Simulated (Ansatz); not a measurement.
**H₇ClO₃ — ³⁷Cl nuclear quadrupole resonance**

Cell: a Materials Project structure (computed, not necessarily an observed phase), atoms as given.

```cif
data_structure
_symmetry_space_group_name_H-M 'P 1'
_symmetry_Int_Tables_number 1
_cell_length_a 6.1366
_cell_length_b 6.6430
_cell_length_c 6.7219
_cell_angle_alpha 105.132
_cell_angle_beta 110.878
_cell_angle_gamma 109.897
_cell_volume 216.75
loop_
_atom_site_label
_atom_site_type_symbol
_atom_site_fract_x
_atom_site_fract_y
_atom_site_fract_z
_atom_site_occupancy
H1 H 0.39560 0.03419 0.23016 1
H2 H 0.57495 0.27222 0.46531 1
H3 H 0.91490 0.20468 0.08215 1
H4 H 0.17732 0.45272 0.08855 1
H5 H 0.06316 0.45849 0.31393 1
H6 H 0.74658 0.66963 0.78825 1
H7 H 0.45127 0.53457 0.56727 1
H8 H 0.22718 0.78171 0.65621 1
H9 H 0.93953 0.56681 0.54477 1
H10 H 0.73697 0.83840 0.57301 1
H11 H 0.00080 0.02121 0.57679 1
H12 H 0.70855 0.05927 0.46168 1
H13 H 0.40563 0.44773 0.97971 1
H14 H 0.23133 0.56254 0.86990 1
Cl15 Cl 0.42457 0.13530 0.79466 1
Cl16 Cl 0.97866 0.83200 0.11692 1
O17 O 0.58558 0.15249 0.35073 1
O18 O 0.07816 0.35806 0.18449 1
O19 O 0.63788 0.59775 0.60637 1
O20 O 0.12313 0.60188 0.59066 1
O21 O 0.83300 0.00040 0.57898 1
O22 O 0.32219 0.54783 0.01635 1
```

Sites (sets of like atoms) are named by element and the number of their first atom in this list.

Level of theory: DFT, r2SCAN, plane waves and PAW, scalar-relativistic, 500 eV cutoff, Γ-centred 5×4×4 k-points, Fermi–Dirac smearing 0.02 eV (Ansatz 0.2.0).

³⁷Cl: I = 3/2, Q = -63.93 mb (year-2017 value). Static lattice, zero field.

**Question.** Predict the zero-field ³⁷Cl lines of each site.

**Answer.** For I = 3/2 there is one line, ν = (|C_Q|/2)(1 + η²/3)^½.

| site | atoms | V_zz (10²¹ V/m²) | C_Q (MHz) | η | line frequencies (MHz) |
| --- | --- | --- | --- | --- | --- |
| Cl15 | 15 | -4.57 | 7.07 | 0.97 | 4.05 |
| Cl16 | 16 | 3.66 | -5.65 | 0.88 | 3.17 |

**Question.** And for ³⁵Cl (I = 3/2, Q = -81.12 mb) on Cl15?

**Answer.** C_Q scales with Q to 8.97 MHz, with lines at 5.14 MHz.

The largest force is 0.6 eV/Å, so the atoms aren't at the calculated equilibrium and relaxing them would move these values.

Hardware: 1 thread of Arm Neoverse V2 (aarch64; 8 cores open to the job, memory cap 2.5 GiB, no GPU), a shared host with a load of 0.8 a core. Wall time 2.3 min, CPU time 2.3 min, peak memory 1 GiB.
